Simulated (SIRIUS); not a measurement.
Crystal: C.

```
CELL_PARAMETERS angstrom
4.25517 0.00000 0.00000
0.00000 4.25517 0.00000
0.00000 0.00000 1.28229
ATOMIC_POSITIONS crystal
C 0.50000 0.50000 0.50000
```

The cell was built by a generator and needn't be a form met in nature.

Base run:

| Item | Value |
| --- | --- |
| Program | SIRIUS 7.10.0 |
| Functional | PBEsol |
| Potentials or basis | PseudoDojo 0.4.1 PBE standard (scalar relativistic) |
| Cutoff | 1127 eV |
| Density cutoff | 4507 eV |
| k mesh | 6 × 6 × 20 |
| Occupations | fermi-dirac, width 0.05 eV |
| Spin | no spin polarisation |

Its results: band gap on the k mesh none (metal or under the smearing width); pressure -0.2 GPa.

After a change of settings the same cell gave: band gap on the k mesh none (metal or under the smearing width); pressure 1.2 GPa. Which change was it?
A. functional from PBEsol to BLYP; libxc names from ["XC_GGA_X_PBE_SOL", "XC_GGA_C_PBE_SOL"] to ["XC_GGA_X_B88", "XC_GGA_C_LYP"]
B. functional from PBEsol to PBEint; libxc names from ["XC_GGA_X_PBE_SOL", "XC_GGA_C_PBE_SOL"] to ["XC_GGA_X_PBEINT", "XC_GGA_C_PBEINT"]
C. functional from PBEsol to AM05; libxc names from ["XC_GGA_X_PBE_SOL", "XC_GGA_C_PBE_SOL"] to ["XC_GGA_X_AM05", "XC_GGA_C_AM05"]
D. functional from PBEsol to LDA; libxc names from ["XC_GGA_X_PBE_SOL", "XC_GGA_C_PBE_SOL"] to ["XC_LDA_X", "XC_LDA_C_PW"]

A.

Caveats: the potentials were made for another functional, which shifts forces and pressure.

Runs at the PBE level aren't shown here.
